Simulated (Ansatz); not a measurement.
Bi2Se3 (Paraguanajuatite) under changes of volume

One of the cells (28.378 Å³/atom); the others are scaled copies at fixed shape and fractional positions:

```
CELL_PARAMETERS angstrom
2.07150 1.19598 9.54533
-2.07150 1.19598 9.54533
0.00000 -2.39196 9.54533
ATOMIC_POSITIONS crystal
Bi 0.59920 0.59920 0.59920
Bi 0.40080 0.40080 0.40080
Se 0.78830 0.78830 0.78830
Se 0.21170 0.21170 0.21170
Se 0.00000 0.00000 0.00000
```

| Property | Result |
| --- | --- |
| Program | Ansatz 0.2.0 |
| Functional | r2SCAN |
| Dispersion | D3(BJ) |
| Potentials or basis | Ansatz PAW |
| Cutoff | 500 eV (not typed: the program's choice for these potentials) |
| k mesh | 8 × 8 × 8 |
| Occupations | fermi-dirac, width 0.05 eV |
| Spin | no spin polarisation |

```tsv
volume (Å³/atom)	energy over the lowest point (meV/atom)	pressure (GPa)	gap on the mesh (eV)	largest force (eV/Å)
26.675	27.22	5.1	0.44	0.433
27.243	12.48	3.3	0.46	0.249
27.810	3.61	1.7	0.47	0.092
28.378	0.00	0.3	0.49	0.081
28.946	1.12	-0.9	0.50	0.229
29.513	?	?	?	?
30.081	15.67	-3.1	0.52	0.494
```

What does the run at 29.513 Å³/atom give?

Energy over the lowest point 6.49 meV/atom; pressure -2.1 GPa; gap on the mesh 0.51 eV; largest force 0.366 eV/Å.

Worked out: A Birch-Murnaghan fit of order 3 (a polynomial in V^(-2/3)) to the other rows has its minimum at 28.52 Å³/atom with B0 = V·E''(V) = 65 GPa and B' = 4.4 at fixed shape and positions, which overstates the stiffness. It gives 6.48 meV/atom at 29.513 Å³/atom, against the run's 6.49, and -dE/dV = -2.1 GPa, against -2.1. A straight line through the other rows of the gap, of slope 0.665 eV per unit of ln V (its deformation potential), gives 0.51 eV, against the run's 0.51.

Energies are extrapolated to zero smearing.

Caveats: spin-orbit coupling is left out, which as a rule narrows the gap of such compounds by several tenths of an eV; the PAW data sets come from PBE, with cores solved anew for the run's functional, which leaves a small shift of forces and pressure; the dispersion damping was fitted for another functional or another form of the correction.

A mesh can miss the band edges.
